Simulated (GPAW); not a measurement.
The system is Zn.

```
Zn
1.0
     0.00000    1.96478    1.96478
     1.96478    0.00000    1.96478
     1.96478    1.96478    0.00000
Zn
1
Direct
  0.00000 0.00000 0.00000
```

This isn't the form of Zn at room conditions, which is hcp.

| Item | Value |
| --- | --- |
| Program | GPAW 26.7.0 |
| Task | relaxation of cell and atoms |
| Functional | PBEsol |
| Dispersion | D3(BJ)+ATM |
| Potentials or basis | PAW data sets generated in the run's folder for this functional |
| Cutoff | 600 eV |
| Basis | pw |
| k mesh | 12 × 12 × 12 |
| Occupations | fermi-dirac, width 0.05 eV |
| Spin | no spin polarisation |

At the start: pressure -8.5 GPa; volume 15.17 Å³/atom.

Problem. How do energy, volume and symmetry change on relaxing?

Solution. Over 5 steps the energy falls by 48.8 meV/atom and the volume is 13.54 Å³/atom (-10.7 %); space group Fm-3m (No. 225, to 0.05 Å).

Step by step:
```tsv
step	energy change (eV)	largest force (eV/Å)	pressure (GPa)	volume (Å³)
1	0.0000	0.0000	-8.48	15.17
2	-0.0241	0.0000	-6.46	14.66
3	-0.0476	0.0000	1.83	13.31
4	-0.0488	0.0000	-0.26	13.58
5	-0.0488	0.0000	-0.01	13.54
```

Final structure:
```
Zn
1.0
     0.00000    1.89186    1.89186
     1.89186    0.00000    1.89186
     1.89186    1.89186    0.00000
Zn
1
Direct
  0.00000 0.00000 0.00000
```

Caveat: later steps reuse the first step's grids; pairwise dispersion overbinds metals, which lowers pressure and volume.
